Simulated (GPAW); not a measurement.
Runs of GPAW 26.7.0 on CdS (Greenockite). Symmetry: P6_3mc, No. 186, hexagonal system. Conventional cell: a = 4.150 Å, b = 4.150 Å, c = 6.737 Å, α = 90.00°, β = 90.00°, γ = 120.00°. Around Cd (site symmetry 3m) lie 4 S at 2.53 to 2.54 Å. S (site symmetry 3m) is surrounded by 4 Cd at 2.53 to 2.54 Å. 

| task | level | potentials or basis | cutoff (eV) | maxiter | band path | band points | convergence | eigensolver | gap on the mesh (eV) | pressure (GPa) | largest force (eV/Å) |
| --- | --- | --- | --- | --- | --- | --- | --- | --- | --- | --- | --- |
| band structure | AM05 | PAW data sets generated in the run's folder for this functional, pw | 600 | 150 | GMKGALHA,LM,KH | 100 | - | - | 1.16 | -0.7 | 0.06 |
| single point | LDA | the program's PAW data sets (release 1.2.1) made for this functional, pw | 500 | 120 | - | - | default | - | 0.89 | -3.6 | 0.06 |
| band structure | GLLB-SC | the program's PAW data sets (release 1.2.1) made for this functional, pw | 600 | 150 | GMKGALHA,LM,KH | 100 | - | - | 2.44 | - | - |
| band structure | LDA | the program's PAW data sets (release 1.2.1) made for this functional, pw | 600 | 150 | GMKGALHA,LM,KH | 100 | - | - | 0.89 | -3.3 | 0.06 |
| band structure | revPBE | the program's PAW data sets (release 1.2.1) made for this functional, pw | 600 | 150 | GMKGALHA,LM,KH | 100 | - | - | 1.32 | (a) | 0.07 |
| band structure | TPSS | GPAW PAW data sets (gpaw-data 1.2.1), pw | 600 | 150 | GMKGALHA,LM,KH | 100 | - | davidson | (b) | 1.6 | 0.08 |
| band structure | PBEsol | PAW data sets generated in the run's folder for this functional, pw | 600 | 150 | GMKGALHA,LM,KH | 100 | - | - | 1.04 | -1.2 | 0.06 |
| band structure | vdW-DF2 | GPAW PAW data sets (gpaw-data 1.2.1), pw | 600 | 150 | GMKGALHA,LM,KH | 100 | - | - | 1.04 | - | 0.07 |

Alike in all rows: no spin polarisation; cell as given; k mesh 6 × 6 × 3; smearing fermi-dirac 0.05 eV.

Question: Fill in the values left out.

Answer: (a) 3.4; (b) 1.38.

Caveats: the PAW data sets were made with another functional, which shifts forces and pressure a little (some runs); the cutoff is short for stress and forces, so pressures can be off by a GPa or more (some runs); the GLLB-SC gap is the Kohn-Sham gap of the path plus the derivative discontinuity (some runs); a model potential gives levels but no total energy (some runs).

A k mesh can miss the band edges, and the runs leave out spin-orbit coupling on Cd.

Runs at the PBE level aren't shown here.
